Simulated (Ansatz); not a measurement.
input.yaml

```yaml
crystal:
  lattice:
    - [-2.8688028846, 2.8688028846, 1.6812182283]
    - [2.8688028846, -2.8688028846, 1.6812182283]
    - [2.8688028846, 2.8688028846, -1.6812182283]
  atoms:
    - { symbol: Ga, position: [0.25, 0.75, 0.5] }
    - { symbol: Sb, position: [0.0, 0.0, 0.0] }
basis:
  ecutwfc: 420
kpoints:
  mp_grid: { grid: [16, 16, 16] }
hamiltonian:
  xc: pbesol
scf:
  occupations: { method: gaussian, width: 0.1 }
output:
  forces: true
  stress: true
  eigenvalues: true
  populations: true
```

It can be run as
```bash
ansatz run input.yaml --threads 1 --pin off --backend cpu --events-out ev --progress --plain --runs-dir out  # memory cap (--max-ram) not shown
```

These are results of DFT PBEsol, scalar-relativistic, plane waves, PAW (Ansatz 0.2.0), not measurements.

Abridged output (iterations and final results):

```
SCF iter   1: F=—  HF=-10151.000765 eV  |F-HF|=—  |Δ(HF+E_count)|=         —  Δρ=2.46e-3  dr2=3.59e-3  ethr=1.77e-3  ⟨swp⟩=5.4  Hψ=30675  notcnv=0
SCF iter   2: F=—  HF=-10150.998526 eV  |F-HF|=—  |Δ(HF+E_count)|=   2.24e-3  Δρ=1.42e-3  dr2=1.45e-3  ethr=1.28e-5  ⟨swp⟩=2.2  Hψ=11362  notcnv=0
SCF iter   3: F=—  HF=-10150.998204 eV  |F-HF|=—  |Δ(HF+E_count)|=   3.22e-4  Δρ=4.03e-4  dr2=1.21e-4  ethr=5.19e-6  ⟨swp⟩=2.0  Hψ=11104  notcnv=0
SCF iter   4: F=—  HF=-10150.998151 eV  |F-HF|=—  |Δ(HF+E_count)|=   5.32e-5  Δρ=2.28e-4  dr2=2.93e-5  ethr=4.31e-7  ⟨swp⟩=2.0  Hψ=8911  notcnv=0
SCF iter   5: F=—  HF=-10150.998146 eV  |F-HF|=—  |Δ(HF+E_count)|=   5.63e-6  Δρ=6.86e-5  dr2=3.65e-6  ethr=1.05e-7  ⟨swp⟩=2.6  Hψ=11622  notcnv=0
SCF iter   6: F=—  HF=-10150.998144 eV  |F-HF|=—  |Δ(HF+E_count)|=   1.36e-6  Δρ=2.34e-5  dr2=2.59e-7  ethr=1.30e-8  ⟨swp⟩=2.0  Hψ=11123  notcnv=0
SCF iter   7: F=-10150.998144 eV  HF=-10150.998144 eV  |F-HF|=4.86e-9  |Δ(HF+E_count)|=   1.37e-8  Δρ=4.46e-6  dr2=1.31e-8  ethr=3.57e-10  ⟨swp⟩=5.4  Hψ=25570  notcnv=0
SCF 1 converged in 7 iterations: F = -10150.998144 eV  dr2 = 1.31e-8
SCF converged after 7 iterations
Free energy (F): -10150.998144 eV
Harris-Foulkes:  -10150.998144 eV  (|F-HF|=4.86e-9)
Internal energy: -10150.994306 eV  (E = F + TS)
E sigma→0 (E₀):  -10150.996225 eV
Entropy (-TS):   -0.003838 eV (-1.919 meV/atom)
Fermi energy:    7.896408 eV
--- Per-component energies (eV) ---
  E_band       = -249.028125
  E_kinetic    = 318.689097
  E_local      = -3569.275018  (includes V_loc(G=0)·N_el)
  E_nonlocal   = 787.385675
  E_hartree    = 1633.342602
  E_xc         = -204.273885
  E_vxc        = -152.216676  (∫ρ·V_xc dr)
  E_paw        = -6446.134684  (= ΣΔE_a)
  E_vpaw       = -900.301992  (= ΣTr[D̂ρ^β])
  E_aug_tail   = -0.000124  (compensation charges beyond the density's cutoff)
  E_ewald      = -2671.922803
  E_core_change = 1.194835  (= ΣΔE_core)
  E_smearing   = -0.003838  (= −TS)
--- Forces (eV/Å), atoms counted from 1 ---
  atom   1  Ga     0.00000000     0.00000000     0.00000000
  atom   2  Sb     0.00000000     0.00000000     0.00000000
--- Stress (GPa, compression-positive) ---
       -7.376620       0.000000       0.000000
        0.000000      -7.376620       0.000000
        0.000000       0.000000      -7.251751
  P = ⅓ Tr σ = -7.3350 GPa (-73.350 kbar)
--- Band table (eV; the first three rows and the last of 349) ---
  k-point 0: bands = ["-20.8847", "-20.8270", "-20.8270", "-20.8047", "-20.8033", "-6.8795", "-6.8064", "-6.8052", "-6.8052", "-6.8005", "-3.0932", "4.6866", "6.4254", "6.4254", "11.6070", "11.9387", "14.3304", "14.3304"]
  k-point 1: bands = ["-20.8847", "-20.8270", "-20.8270", "-20.8047", "-20.8031", "-6.8794", "-6.8071", "-6.8052", "-6.8047", "-6.8002", "-3.0635", "4.3928", "6.4606", "6.6597", "11.7649", "11.8934", "13.9663", "14.1632"]
  k-point 2: bands = ["-20.8847", "-20.8271", "-20.8268", "-20.8048", "-20.8027", "-6.8788", "-6.8086", "-6.8054", "-6.8038", "-6.7994", "-2.9754", "3.7738", "6.5654", "7.1120", "11.7582", "12.2166", "13.4408", "13.7406"]
  k-point 348: bands = ["-20.8846", "-20.8254", "-20.8254", "-20.8080", "-20.7962", "-6.8758", "-6.8516", "-6.8010", "-6.8010", "-6.7820", "-1.0381", "2.3934", "3.7311", "3.7311", "10.7422", "12.3894", "16.9843", "16.9843"]
--- Löwdin populations: 2 sites ---
  site symbol q [e]
     0     Ga     13.2367
     1     Sb     14.7198
  spilling = 0.001554 (of n_electrons = 28.000000)
```

The run converged.